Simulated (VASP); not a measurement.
# LaB6 (P1) in VASP: notebook, part 2 of 2

VASP 6.6.1. Earlier steps stand in the parts before.

**3. Single point, PBEsol**

Input file INCAR:

```
SYSTEM = LaB6
PREC = Accurate
ENCUT = 520
EDIFF = 1E-6
ISMEAR = -1
SIGMA = 0.17
LREAL = .FALSE.
LASPH = .TRUE.
NELM = 100
ALGO = Normal
ISIF = 2
LWAVE = .FALSE.
LCHARG = .TRUE.
GGA = PS
LELF = .TRUE.
LVHAR = .TRUE.
NBANDS = 42
```

Input file KPOINTS:

```
Automatic mesh
0
G
  3 3 3
  0 0 0
```

Input file POSCAR:

```
LaB6
1.0
    0.0000000000      4.2866550000      4.2866550000
    4.2866550000      0.0000000000      4.2866550000
    4.2866550000      4.2866550000      0.0000000000
La B
2 12
Direct
    0.0160031540      0.0149300562      0.0202255605
    0.4927268465      0.5394299285      0.5090099390
    0.1253541514      0.4155571185      0.4320035086
    0.4139008154      0.0639542954      0.2113186156
    0.4390136365      0.3658330330      0.1705525637
    0.0853112742      0.1142382580      0.4777617980
    0.1230679866      0.4104015835      0.1379280581
    0.3715484451      0.0713376747      0.5203357863
    0.6072450430      0.9083189573      1.0022383420
    0.9121797765      0.5991384891      0.6615881147
    0.8969814459      0.9143376362      0.6372451247
    0.5873344134      0.6040840702      0.9640383936
    0.5820505732      0.9100919015      0.6930462097
    0.9437195202      0.5807325292      0.9095436885
```

Potentials or basis: VASP PAW PBE potentials, release 64 (La, B).

The run is started by

```
cat potpaw_PBE.64/La/POTCAR potpaw_PBE.64/B/POTCAR > POTCAR
mpirun -np 1 vasp_std > vasp.out
```

OUTCAR:

```text
SYSTEM = LaB6
   PREC = Accurate
   ENCUT = 520
   EDIFF = 1E-6
   ISMEAR = -1
   LREAL = .FALSE.
   LASPH = .TRUE.
   NELM = 100
   ISIF = 2
   GGA = PS

 ion  position               nearest neighbor table
   1  0.016  0.015  0.020-   8 2.67   6 2.87  13 2.90   9 2.92
   2  0.493  0.539  0.509-   4 2.68   9 2.73  12 2.90
   3  0.125  0.416  0.432-   5 1.76  10 1.78   7 1.81   6 1.83   8 1.85
   4  0.414  0.064  0.211-   9 1.57   8 1.78   5 1.80   6 1.83   7 1.97   2 2.68
   5  0.439  0.366  0.171-  12 1.68   3 1.76   4 1.80   7 1.89   8 1.98
   6  0.085  0.114  0.478-  11 1.68   8 1.75   4 1.83   3 1.83   7 1.94   1 2.87
[... 844 lines left out ...]
      direct lattice vectors                 reciprocal lattice vectors
     0.000000000  4.286655000  4.286655000    -0.116641064  0.116641064  0.116641064
     4.286655000  0.000000000  4.286655000     0.116641064 -0.116641064  0.116641064
     4.286655000  4.286655000  0.000000000     0.116641064  0.116641064 -0.116641064

 POSITION                                       TOTAL-FORCE (eV/Angst)
 -----------------------------------------------------------------------------------
      0.15070      0.15530      0.13260         0.680972      0.678899     -0.528607
      4.49430      4.29410      4.42450         0.040941      1.444429     -0.875336
      3.63320      2.38920      2.31870         1.066018     -0.298238     -1.118496
      1.18000      2.68010      2.04840         2.115379     -1.236768      1.198617
      2.29930      2.61300      3.45010         0.680155     -1.272488     -0.896306
      2.53770      2.41370      0.85540        -1.231187     -0.649634      0.798952
      2.35050      1.11880      2.28680        -0.546582      1.296586     -0.650004
      2.53630      3.82320      1.89850        -0.598230     -1.811116      2.080558
      3.90324      2.61264      6.49670        -5.590091     -1.171781     -0.465876
      5.40430      6.74620      6.47850        -1.599487     -2.741290      0.122435
      6.65110      6.57670      7.76450         1.521484      0.572237     -1.005095
      6.72200      6.65020      5.10720        -0.316260      1.350219      1.736923
      6.87210      5.46590      6.39630        -0.277945      0.858761     -0.213275
      6.38830      7.94430      6.53480         4.054834      2.980183     -0.184490
 -----------------------------------------------------------------------------------
    total drift:                                0.000061      0.000086     -0.000024

  FREE ENERGIE OF THE ION-ELECTRON SYSTEM (eV)
  ---------------------------------------------------
  free  energy   TOTEN  =       -99.1896923988 eV

  energy  without entropy=      -98.9205408654  energy(sigma->0) =      -99.05511663
```

Run time: 2.5 min. Hardware: 1 thread of Intel Xeon Platinum 8488C (Sapphire Rapids), shared host; peak memory 0.36 GiB.

What came out:

```
Free energy            : -99.1897 eV
Pressure               : -12.4 GPa
Largest force          : 5.731 eV/Å
Band gap on the k mesh : none (metal or under the smearing width)
```

Forces on the atoms (eV/Å):
```
La   0.681  0.679 -0.529
La   0.041  1.444 -0.875
B    1.066 -0.298 -1.118
B    2.115 -1.237  1.199
B    0.680 -1.272 -0.896
B   -1.231 -0.650  0.799
B   -0.547  1.297 -0.650
B   -0.598 -1.811  2.081
B   -5.590 -1.172 -0.466
B   -1.599 -2.741  0.122
B    1.521  0.572 -1.005
B   -0.316  1.350  1.737
B   -0.278  0.859 -0.213
B    4.055  2.980 -0.184
```

Stress tensor (GPa, compression positive):
```
-12.24   3.82  -0.82
  3.82 -12.37  -0.84
 -0.82  -0.84 -12.54
```

Caveat: the k mesh is coarse (spacing up to 0.42 Å⁻¹), so the values aren't converged; the PAW data sets were made with another functional, which shifts forces and pressure a little.

**4. Single point, PBEsol**

Input file INCAR:

```
SYSTEM = LaB6
PREC = Accurate
ENCUT = 520
EDIFF = 1E-6
ISMEAR = -1
SIGMA = 0.17
LREAL = .False.
LASPH = .True.
NELM = 100
ALGO = Fast
ISIF = 2
LWAVE = .False.
LCHARG = .False.
GGA = PS
NBANDS = 42
```

Input file KPOINTS:

```
Automatic mesh
0
Gamma
  3 3 3
  0 0 0
```

Input file POSCAR:

```
LaB6
1.0
    0.0000000000      4.2866550000      4.2866550000
    4.2866550000      0.0000000000      4.2866550000
    4.2866550000      4.2866550000      0.0000000000
La B
2 12
Direct
   -0.0013647004     -0.0120956783      0.0689698611
    0.4944064778      0.5287922634      0.5336445317
    0.0875391185      0.4086986240      0.4910938716
    0.3811946611      0.1332624156      0.1885736081
    0.4151605389      0.3878665300      0.1843512016
    0.1050352781      0.1052685602      0.4539553568
    0.1190322058      0.4170501242      0.1545377456
    0.4136442051      0.1072981147      0.4783799956
    0.5899938297      0.9015654397      1.0126077326
    0.8987427260      0.6218135119      0.6736021443
    0.9395087778      0.9076191109      0.6702078894
    0.5671088529      0.6099861080      0.9896760994
    0.5807675215      0.9319037805      0.6819886368
    0.8911144004      0.6080032100      0.9800648758
```

The run is started by

```
cat potpaw_PBE.64/La/POTCAR potpaw_PBE.64/B/POTCAR > POTCAR
mpirun -np 1 vasp_std > vasp.out
```

It took 9.2 min on 1 thread of Intel Xeon Platinum 8488C (Sapphire Rapids), shared host; peak memory 0.37 GiB.

The run converged. Its results:

```yaml
Free_energy: -99.8562 eV
Pressure: -13.2 GPa
Largest_force: 5.015 eV/Å
Band_gap_on_the_k_mesh: none (metal or under the smearing width)
```

Forces on the atoms (eV/Å):
```
La   0.443  0.208  0.292
La   0.428  0.810 -0.260
B   -1.549 -0.243  0.395
B   -4.194  1.383 -0.612
B    1.795 -0.905  0.032
B    2.073  0.741  1.854
B    1.600 -0.132 -1.286
B    0.961 -2.704 -0.481
B   -1.421 -1.342  0.597
B    0.914 -0.386 -0.379
B   -0.059 -1.257 -4.854
B   -0.243  0.424  4.095
B   -0.775  3.396 -0.347
B    0.025  0.007  0.957
```

Stress tensor (GPa, compression positive):
```
-13.65  -0.06   0.77
 -0.06 -13.71  -1.94
  0.77  -1.94 -12.29
```

Levels at points of the mesh, in eV from the Fermi level:
```
           k point  band 27  band 28  band 29  band 30  band 31  band 32
(0.00, 0.00, 0.00)    -1.18    -1.05    -0.20     0.11     0.25     1.21
```

Caveat: the k mesh is coarse (spacing up to 0.42 Å⁻¹), so the values aren't converged; the PAW data sets were made with another functional, which shifts forces and pressure a little.
